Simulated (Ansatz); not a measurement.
## Stiffness of compounds in space group R-3m

Level of theory: DFT, PBE, all-electron LAPW, scalar-relativistic in Ansatz 0.2.0.

All compounds have space group R-3m with 2 atoms in the primitive cell. V0, B0 and B0′ come from third-order Birch–Murnaghan fits to pressures at five volumes, with shape and internal coordinates held; prototypes and MP cells needn't be known phases. Spin-polarised runs start from parallel moments; other orders may lie lower.

No spin–orbit coupling, which matters for the heavy atoms here.

Bi: Bi 6c (0.000 0.000 0.234); shape as in a = 4.55 Å, b = 4.55 Å, c = 11.86 Å, α = 90.00°, β = 90.00°, γ = 120.00°; COD 9009658, measured; 11×11×11 mesh, smearing 0.03 eV; no spin
C: C 6c (0.000 0.000 0.164); shape as in a = 2.46 Å, b = 2.46 Å, c = 10.04 Å, α = 90.00°, β = 90.00°, γ = 120.00°; COD 1200018, reported, may be off; 17×17×17 mesh, smearing 0.03 eV; no spin
As: As 6c (0.333 0.667 0.894); shape as in a = 3.76 Å, b = 3.76 Å, c = 10.46 Å, α = 90.00°, β = 90.00°, γ = 120.00°; COD 9009651, measured; 13×13×13 mesh, smearing 0.05 eV; no spin
Sb: Sb 6c (0.000 0.000 0.234); shape as in a = 4.30 Å, b = 4.30 Å, c = 11.23 Å, α = 90.00°, β = 90.00°, γ = 120.00°; COD 9009654, measured; 9×9×9 mesh, smearing 0.05 eV; no spin
O: O 6c (0.000 0.000 0.945); shape as in a = 3.35 Å, b = 3.35 Å, c = 11.20 Å, α = 90.00°, β = 90.00°, γ = 120.00°; MP-relaxed cell mp-610917; 8×8×8 mesh, smearing 0.02 eV; polarised, ending at 2.0 μB

| compound | V0 (Å³/atom) | B0 (GPa) | B0′ | cell moment (μB) |
| --- | --- | --- | --- | --- |
| Bi | 36.77 | ? | 4.6 | – |
| C | 8.88 | 274 | 3.6 | – |
| As | ? | 69 | 4.1 | – |
| Sb | 31.68 | 51 | 4.3 | – |
| O | ? | 54 | 4.0 | 2.0 |

Question: What belongs in the row "O", column "V0 (Å³/atom)"?

Answer: 18.27.

Question: Fill in "B0 (GPa)" for the row "Bi".

Answer: 43.

Question: What belongs in the row "As", column "V0 (Å³/atom)"?

Answer: 22.36.
